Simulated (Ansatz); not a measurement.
Relaxed Li₂O (anti-fluorite):

```
Li2O
1.0
    0.00000     4.62614     4.62614
    2.31307     0.00000     2.31307
    2.31307     2.31307     0.00000
O Li
2 4
Direct
  0.00000   0.00000   0.00000
  0.50000   0.00000   0.00000
  0.12500   0.25000   0.25000
  0.62500   0.25000   0.25000
  0.37500   0.75000   0.75000
  0.87500   0.75000   0.75000
```

A phonon eigenvector at L = (0.5, 0.0, 0.0) is frozen into this cell: atom i moves by Q times the vector below, so Q is the largest atomic displacement, in Å. The cell is held. It is one choice among 2 degenerate patterns. (q is in reciprocal vectors of the primitive cell; the cell shown is doubled to hold the pattern.)

| atom | x | y | z |
|---|---|---|---|
| O1 | 0.285 | -0.520 | 0.805 |
| O2 | -0.285 | 0.520 | -0.805 |
| Li3 | 0.130 | -0.236 | 0.366 |
| Li4 | -0.130 | 0.236 | -0.366 |
| Li5 | -0.130 | 0.236 | -0.366 |
| Li6 | 0.130 | -0.236 | 0.366 |

Method: PBE (plane waves to 420 eV, PAW, scalar-relativistic; Ansatz, an electronic-structure program). k mesh 6×12×12 (Γ-centred), Fermi-Dirac smearing 0.05 eV. Li2O was relaxed with its symmetry unable to fall. 

| Q (Å) | −dE/dQ from forces (eV/Å) |
|---|---|
| -0.180 | 1.871 |
| -0.150 | 1.564 |
| -0.120 | 1.254 |
| -0.090 | 0.942 |
| -0.060 | 0.629 |
| -0.030 | 0.315 |
| 0.000 | 0.000 |
| 0.030 | -0.315 |
| 0.060 | -0.629 |
| 0.090 | -0.942 |
| 0.120 | -1.254 |
| 0.150 | -1.564 |
| 0.180 | -1.871 |

**Question.** What harmonic wavenumber does the curvature at Q = 0 give?

**Answer.** 275 cm⁻¹. E″ = 10.49 eV/Å², M = Σ mᵢ|uᵢ|² = 37.7 u, ν̃ = 521.5·√(|E″|/M).

(A displaced cell: forces are minus the slopes of the energy, force constants its curvatures, and phonons follow from these.)
